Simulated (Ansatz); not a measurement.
# Kick test of a cell of NaH

The structure comes from a generated guess, relaxed at this level; another structure or a mixture of phases may lie lower.

Computed with DFT PBE, scalar-relativistic, plane waves, PAW in Ansatz 0.2.0. Settings: cutoff 420 eV, Γ-centred mesh 6×6×6 on the computed 4-atom cell, Gaussian smearing of 0.02 eV; no spin polarisation.

The cell below (4 atoms, space group R3m (No. 160)) is relaxed within its symmetry.

```xyz
4
Lattice="1.7630 1.0178 6.1057 -1.7630 1.0178 6.1057 0.0000 -2.0357 6.1057" Properties=species:S:1:pos:R:3 pbc="T T T"
Na    0.0000    0.0000    4.4326
Na    0.0000    0.0000    7.4430
H     0.0000    0.0000    0.2522
H     0.0000    0.0000    9.5895
```

For the test a repeat of it with 8 atoms (edges 3.53, 6.11, 6.44 Å) was strained at random (σ = 1.5 % a component), the atoms were moved at random (σ = 0.10 Å), and all was relaxed again on a coarse 4×2×4 mesh (in the run’s order of axes) with 0.10 eV smearing, with no symmetry imposed.

Task: Does it come back?

Result: It doesn't return. The energy falls by 49 meV/atom on that mesh, the volume changes by 1.2 %, and the end has space group P6_3/mmc (No. 194) at a loose tolerance. Relaxed again on a 6×6×6 mesh with 0.02 eV smearing, the new structure lies 49 meV/atom below the first (mesh in the axes of the run's cell; the cell below is made exact in the group named). Space group P6_3/mmc (No. 194), hexagonal, a = 3.973 Å, c = 4.878 Å. Around Na lie 3 H at 2.29 Å and 2 H at 2.44 Å; H is surrounded by 3 Na at 2.29 Å and 2 Na at 2.44 Å.

```
Na H
1.0
     3.97283    0.00000    0.00000
    -1.98641    3.44057    0.00000
     0.00000    0.00000    4.87784
Na H
2 2
Direct
  0.33333 0.66667 0.25000
  0.66667 0.33333 0.75000
  0.33333 0.66667 0.75000
  0.66667 0.33333 0.25000
```
